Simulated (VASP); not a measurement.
CuAu3: single point with PBEsol

CuAu3:

```
CELL_PARAMETERS angstrom
3.98000 0.00000 0.00000
0.00000 3.98000 0.00000
0.00000 0.00000 3.98000
ATOMIC_POSITIONS crystal
Au 0.50000 0.50000 0.00000
Au 0.50000 0.00000 0.50000
Au 0.00000 0.50000 0.50000
Cu 0.00000 0.00000 0.00000
```

| Item | Value |
| --- | --- |
| Program | VASP 6.6.1 |
| Task | single point |
| Functional | PBEsol |
| Potentials or basis | VASP PAW PBE potentials, release 64 (Au, Cu) |
| Cutoff | 520 eV |
| k mesh | 7 × 7 × 7 |
| Occupations | fermi-dirac, width 0.05 eV |
| Spin | no spin polarisation |

- Pressure: -1.1 GPa
- Band gap on the k mesh: none (metal or under the smearing width)

Levels at points of the mesh, in eV from the Fermi level:
| k point | band 18 | band 19 | band 20 | band 21 | band 22 | band 23 | band 24 | band 25 | band 26 | band 27 |
| --- | --- | --- | --- | --- | --- | --- | --- | --- | --- | --- |
| (0.00, 0.00, 0.00) | -1.48 | -1.40 | -1.40 | -1.40 | 1.03 | 1.03 | 1.03 | 5.99 | 5.99 | 6.84 |

Wall time 39 s on 1 thread of Intel(R) Xeon(R) Platinum 8259CL CPU @ 2.50GHz (Skylake/Cascade Lake), on a shared host, peak memory 0.18 GiB.

Caveat: the PAW data sets were made with another functional, which shifts forces and pressure a little. Spin-orbit coupling is left out, which matters for the levels of Au.
